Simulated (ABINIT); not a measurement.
The system is ZnO (zincite).

```
Zn O
1.0
     3.24931    0.00000    0.00000
    -1.62465    2.81398    0.00000
     0.00000    0.00000    5.20571
Zn O
2 2
Direct
  0.66667 0.33333 0.00000
  0.33333 0.66667 0.50000
  0.33333 0.66667 0.87901
  0.66667 0.33333 0.37901
```

Base run:

* Program: ABINIT 10.8.3 (patched build)
* Functional: LDA
* Potentials or basis: JTH PAW LDA v2.0
* Cutoff: 490 eV
* k mesh: 7 × 7 × 4
* Occupations: fermi-dirac, width 0.05 eV
* Spin: no spin polarisation

Its results: band gap on the k mesh 0.72 eV, direct; largest force 0.052 eV/Å.

Question: The run is repeated on the same cell with these changes: potentials or basis from JTH PAW LDA v2.0 to PseudoDojo NC SR LDA v0.4.1 standard; cutoff from 490 eV to 980 eV; valence electrons from 36 to 52. What comes out?

Answer: Band gap on the k mesh 0.79 eV, direct; largest force 0.052 eV/Å.

